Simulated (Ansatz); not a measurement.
`CCCC(C)(C)CC` + `[AlH2][SH]` → `CCC[S][AlH2]` + `CCC(C)C`  (substitution at a C–C bond)

Isolated molecules relaxed with PBE0-D4/def2-TZVP in Ansatz; ΔE leaves out vibrations. CCSD(T)/CBS adds triple-zeta CCSD(T) − MP2 to the extrapolated MP2 energy (def2 sets, frozen cores). This one scheme is used for every species. Functionals use def2-TZVPP. B3LYP here is the variant with VWN-RPA as its local correlation; programs differ in this. Each species was taken in one conformer, which may not be the lowest.

`CCCC(C)(C)CC`:

Cartesian coordinates in Å:
```
C 2.414 -0.098 -1.960
C 1.664 0.097 -0.653
C 0.277 -0.525 -0.693
C -0.568 -0.416 0.585
C -1.932 -1.043 0.304
C 0.090 -1.192 1.723
C -0.738 1.043 1.037
C -1.319 2.000 0.010
H 1.872 0.354 -2.796
H 3.408 0.354 -1.926
H 2.539 -1.160 -2.188
H 1.587 1.168 -0.438
H 2.247 -0.337 0.166
H 0.376 -1.589 -0.941
H -0.282 -0.081 -1.525
H -2.441 -0.551 -0.528
H -2.580 -0.982 1.182
H -1.822 -2.100 0.042
H 0.248 -2.238 1.446
H 1.057 -0.766 2.000
H -0.543 -1.175 2.615
H 0.235 1.421 1.369
H -1.374 1.042 1.930
H -2.308 1.684 -0.329
H -1.427 3.000 0.437
H -0.680 2.089 -0.871
```

`[AlH2][SH]`:

Cartesian coordinates in Å:
```
Al 0.306 -0.574 -0.040
S -1.402 0.768 0.156
H -0.008 -2.121 -0.029
H 1.752 0.047 -0.181
H -0.648 1.879 0.094
```

`CCC[S][AlH2]`:

```xyz
14

C    -0.163    2.051   -0.603
C     0.534    0.722   -0.361
C    -0.369   -0.455   -0.672
S     0.477   -2.070   -0.511
Al    0.154   -2.526    1.584
H    -1.058    2.147    0.018
H     0.496    2.889   -0.369
H    -0.471    2.151   -1.647
H     1.440    0.651   -0.970
H     0.860    0.654    0.683
H    -0.715   -0.410   -1.708
H    -1.254   -0.443   -0.033
H     0.789   -3.853    2.160
H    -0.720   -1.508    2.429
```

`CCC(C)C`:

Cartesian coordinates in Å:
```
C -0.814 -1.354 -1.346
C -0.775 -0.707 0.028
C 0.035 0.584 0.104
C -0.120 1.229 1.473
C 1.506 0.362 -0.217
H 0.176 -1.684 -1.671
H -1.467 -2.230 -1.351
H -1.193 -0.655 -2.099
H -0.371 -1.418 0.760
H -1.800 -0.492 0.351
H -0.375 1.276 -0.646
H 0.423 2.176 1.532
H 0.273 0.572 2.256
H -1.170 1.428 1.704
H 1.654 -0.033 -1.224
H 1.950 -0.349 0.489
H 2.069 1.296 -0.143
```

```tsv
level	ΔE (kJ/mol)	difference from CCSD(T)/CBS
PBE-D4	8.0	-10.8
r2SCAN-D4	13.1	-5.7
PBE0-D4	11.9	-6.9
B3LYP-D4	9.8	-9.0
ωB97X-V	17.3	-1.5
ωB97M-V	18.9	0.1
B2PLYP	8.1	-10.7
PBE	0.4	-18.4
r2SCAN	10.0	-8.8
PBE0	5.1	-13.7
B3LYP	-1.0	-19.8
HF/def2-TZVPP	1.3	-17.5
MP2/def2-TZVPP	23.8	5.0
SCS-MP2/def2-TZVPP	18.9	0.1
CCSD/def2-TZVPP	21.3	2.5
CCSD(T)/def2-TZVPP	22.7	3.9
HF/def2-QZVPP	1.0	-17.8
MP2/def2-QZVPP	21.4	2.6
SCS-MP2/def2-QZVPP	16.5	-2.3
HF/CBS(def2)	0.9	-17.9
MP2/CBS(def2)	19.8	1.0
CCSD/CBS(def2)	17.4	-1.4
CCSD(T)/CBS	18.8	0
```

Largest T1 diagnostic among the species: 0.011.

From PBE to PBE0 (25 % exact exchange), in def2-TZVPP and without D4, ΔE moves by +4.7 kJ/mol. In def2-TZVPP, CCSD(T) changes the Hartree–Fock value by +21.4 kJ/mol (the triples alone add +1.4 kJ/mol) and MP2 by +22.4 kJ/mol. The D4 term adds +10.8 kJ/mol with B3LYP and +6.8 kJ/mol with PBE0; it sums over pairs of atoms, weighted by their polarisabilities, and B3LYP, whose exchange is more repulsive, gets the larger term.

CCSD(T)/CBS has its own doubt, a few kJ/mol and more with outer-core shells, so smaller differences from it don't rank the levels.
